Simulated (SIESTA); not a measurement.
Pd in SIESTA: the effect of strain zz

Crystal: Pd.

```xyz
1
Lattice="0.0000 1.9465 1.8686 1.9465 0.0000 1.8686 1.9465 1.9465 0.0000" Properties=species:S:1:pos:R:3 pbc="T T T"
Pd    0.0000    0.0000    0.0000
```

The cell isn't the ideal one: cell strained along z.

Alike in all runs:

| Property | Result |
| --- | --- |
| Program | SIESTA 5.4.2 |
| Task | band structure |
| Functional | PBEsol |
| Potentials or basis | PseudoDojo 0.4 standard (PBEsol files) |
| Basis | DZP (energy shift 0.003 Ry; two zetas on semicore shells) |
| Grid cutoff | 800 Ry |
| Energy shift | 0.003 Ry |
| k mesh | 12 × 12 × 12 |
| Occupations | fermi-dirac, width 0.05 eV |
| Spin | no spin polarisation |

```csv
strain zz,pressure (GPa)
-0.04,6.1
-0.02,1.7
0,-2.4
0.02,?
0.04,-8.6
```

**Question.** What does the run with strain zz 0.02 give?

**Answer.** Pressure -5.7 GPa.

Worked out: A parabola through the other rows of the pressure, of slope -157 GPa per unit of strain zz there, gives -5.7 GPa, against the run's -5.7.

Caveats: the basis of atomic orbitals isn't converged, which shifts pressures, moduli and gaps.

Runs at the PBE level aren't shown here.
